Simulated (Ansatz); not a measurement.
**Pressure series in SrF2**

Consider SrF2 in the fluorite structure (space group Fm-3m, No. 225).

```
CELL_PARAMETERS angstrom
      0.00000     2.87905     2.87905
      2.87905     0.00000     2.87905
      2.87905     2.87905     0.00000
ATOMIC_POSITIONS crystal
  Sr 0.00000 0.00000 0.00000
  F  0.25000 0.25000 0.25000
  F  0.75000 0.75000 0.75000
```

Cell and atoms are relaxed at each pressure.

Method: PBEsol (Ansatz, a quantum-chemistry and plane-wave program; PAW; 420 eV plane waves; without spin-orbit coupling).

Candidates:
(a) pressure 5 GPa
(b) pressure 0.7 GPa
(c) pressure 3 GPa
(d) pressure 1.5 GPa

For the base:

- Band gap = 6.90 eV

**Question.** Order them by band gap, highest first.

**Answer.** (a) pressure 5 GPa (7.23 eV), (c) pressure 3 GPa (7.11 eV), (d) pressure 1.5 GPa (7.01 eV), (b) pressure 0.7 GPa (6.95 eV)

Load acts through the strain it causes; cell and atoms are relaxed under it. No phonon test of stability was made. Competing high-pressure phases were not computed.
